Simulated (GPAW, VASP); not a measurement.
This is a calculation of Al (Aluminum) for VASP 6.6.1. 

The input INCAR:

```
SYSTEM = Al
PREC = Accurate
ENCUT = 520
EDIFF = 1E-6
ISMEAR = 0
SIGMA = 0.015
LREAL = .False.
LASPH = .True.
NELM = 100
ALGO = Normal
ISIF = 2
LWAVE = .False.
LCHARG = .False.
GGA = PE
```

File KPOINTS:

```
regular mesh
0
Gamma
  11 11 11
  0 0 0
```

The input POSCAR:

```
Al
1.0
    0.0000000000      2.0248050000      2.0248050000
    2.0248050000      0.0000000000      2.0248050000
    2.0248050000      2.0248050000      0.0000000000
Al
1
Direct
    0.0000000000      0.0000000000      0.0000000000
```

Potentials or basis: VASP PAW PBE potentials, release 64 (Al).

The run is started by

```sh
$ cat potpaw_PBE.64/Al/POTCAR > POTCAR
$ mpirun -np 1 vasp_std > vasp.out
```

Translate it to GPAW 26.7.0 (ASE script). Potentials or basis there: GPAW PAW data sets (gpaw-data 1.2.1), cutoff 600 eV.

As run (cutoffs and basis follow the program's own potentials, and thresholds, step limits or extra output files can differ):

File run.py:

```python
from ase.dft.bandgap import bandgap
from ase.io import read, write
from ase.units import GPa
from gpaw import GPAW, PW

atoms = read('POSCAR')

calc = GPAW(mode=PW(600),
            xc='PBE',
            kpts={'size': (11, 11, 11), 'gamma': True},
            occupations={'name': 'methfessel-paxton', 'order': 0, 'width': 0.015},
            nbands=7,
            convergence={'density': 1e-05, 'energy': 1e-05},
            maxiter=150,
            txt='gpaw.txt')
atoms.calc = calc
energy = atoms.get_potential_energy()
forces = atoms.get_forces()
stress = atoms.get_stress()
calc.write('gs.gpw')
write('result.traj', atoms)
print(f'Energy: {energy:.6f} eV')
print('Forces (eV/A):')
print(forces.round(4))
print('Stress (GPa):', (stress / GPa).round(3))
print('Fermi level:', round(calc.get_fermi_level(), 4), 'eV')
print(f'Gap: {bandgap(calc)[0]:.4f} eV, direct: {bandgap(calc, direct=True)[0]:.4f} eV')
```

File POSCAR:

```
Al
1.0
    0.0000000000      2.0248050000      2.0248050000
    2.0248050000      0.0000000000      2.0248050000
    2.0248050000      2.0248050000      0.0000000000
Al
1
Direct
    0.0000000000      0.0000000000      0.0000000000
```

Potentials or basis: GPAW PAW data sets (gpaw-data 1.2.1), pw.

The run is started by

```sh
$ OMP_NUM_THREADS=1 python run.py
```

Both were run:

|  | VASP | GPAW |
| --- | --- | --- |
| Pressure | -0.5 GPa | -0.4 GPa |

Pressure is positive in compression.
